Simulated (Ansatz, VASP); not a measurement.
Given: the input of a run of VASP 6.6.1 on SrO.

File INCAR:

```
SYSTEM = SrO
ALGO = Normal ; EDIFF = 1E-7
ENCUT = 520 ; GGA = PE
ISIF = 2 ; ISMEAR = 0
LASPH = .True. ; LCHARG = .True.
LELF = .True. ; LREAL = .False.
LVHAR = .True. ; LWAVE = .False.
NBANDS = 15 ; NELM = 80
PREC = Accurate ; SIGMA = 0.016
```

The input KPOINTS:

```
k-points
0
Gamma
  9 9 9
  0 0 0
```

The input POSCAR:

```
SrO
1.0
    0.0000000000      2.5663000000      2.5663000000
    2.5663000000      0.0000000000      2.5663000000
    2.5663000000      2.5663000000      0.0000000000
Sr O
1 1
Direct
    0.5000000000      0.5000000000      0.5000000000
    0.0000000000      0.0000000000      0.0000000000
```

Potentials or basis: VASP PAW PBE potentials, release 64 (Sr_sv, O).

Launch:

```bash
$ cat potpaw_PBE.64/Sr_sv/POTCAR potpaw_PBE.64/O/POTCAR > POTCAR
$ mpirun -np 1 vasp_std > vasp.out
```

Q: Set up the same calculation for Ansatz 0.2.0. Potentials there: all-electron LAPW, scalar-relativistic.

A: As run (the cutoff follows the program's own potentials):

input.yaml

```yaml
crystal:
  lattice:
    - [0.0, 2.5663, 2.5663]
    - [2.5663, 0.0, 2.5663]
    - [2.5663, 2.5663, 0.0]
  atoms:
    - { symbol: Sr, position: [0.5, 0.5, 0.5] }
    - { symbol: O, position: [0.0, 0.0, 0.0] }
kpoints:
  mp_grid: { grid: [9, 9, 9] }
scf:
  occupations: { method: gaussian, width: 0.016 }
hamiltonian:
  xc: pbe
  pseudopotentials: { kind: all_electron, lapw: { basis_error: 0.001 } }
output:
  forces: true
  stress: true
  eigenvalues: true
```

Potentials or basis: all-electron LAPW, scalar-relativistic.

The run is started by

```console
$ ansatz run input.yaml --threads 1 --pin off --max-ram 3072MiB --backend cpu --events-out ev --progress --plain --runs-dir out
```

Both were run:

|  | VASP | Ansatz | Ansatz less VASP |
| --- | --- | --- | --- |
| gap on the k mesh at the Fermi level (eV) | 3.32 | 3.37 | +0.047 |
| least direct gap on the mesh (eV) | 3.41 | 3.45 | +0.036 |
| pressure (GPa) | 3.9 | 3.3 | -0.60 |

Ansatz ran all-electron here, so the differences hold the error of VASP's frozen core and of both bases.

Caveats: an odd mesh through Γ misses points on the zone boundary, where band edges often lie.
